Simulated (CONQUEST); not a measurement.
**InP under changes of volume**

One of the cells (25.167 Å³/atom); the others are scaled copies at fixed shape and fractional positions:

```
In P
1.0
     4.14435    0.00000    0.00000
     0.00000    4.14435    0.00000
     0.00000    0.00000    5.86100
In P
2 2
Direct
  0.00000 0.00000 0.00000
  0.50000 0.50000 0.50000
  0.00000 0.50000 0.25000
  0.50000 0.00000 0.75000
```

* Program: CONQUEST 1.3
* Functional: PBE
* Potentials or basis: PseudoDojo NC PBE, SZ, grid of 40 × 40 × 60 points
* k mesh: 7 × 7 × 5
* Occupations: fermi-dirac, width 0.05 eV
* Spin: no spin polarisation

```csv
volume (Å³/atom),energy over the lowest point (meV/atom),pressure (GPa),gap on the mesh (eV)
23.657,152.07,13.7,1.47
24.160,112.59,11.6,1.31
24.663,?,?,?
25.167,51.67,7.8,1.02
25.670,29.62,6.2,0.88
26.173,12.78,4.7,0.74
26.677,0.00,3.5,0.61
```

Problem. What does the run at 24.663 Å³/atom give?

Solution. Energy over the lowest point 79.18 meV/atom; pressure 9.7 GPa; gap on the mesh 1.16 eV.

Worked out: A Birch-Murnaghan fit of order 3 (a polynomial in V^(-2/3)) to the other rows has no minimum within the range. It gives 79.23 meV/atom at 24.663 Å³/atom, against the run's 79.18, and -dE/dV = 9.6 GPa, against 9.7. A straight line through the other rows of the gap, of slope -7.15 eV per unit of ln V, gives 1.17 eV, against the run's 1.16.

Energies are extrapolated to zero smearing.

Caveats: the atomic basis is small; spin-orbit coupling is left out, which moves the levels of the heavy elements; an odd mesh through Γ misses points on the zone boundary, where band edges often lie; the basis of atomic orbitals isn't converged, which shifts pressures, moduli and gaps; the real-space grid breaks the cell's symmetry a little (some runs).
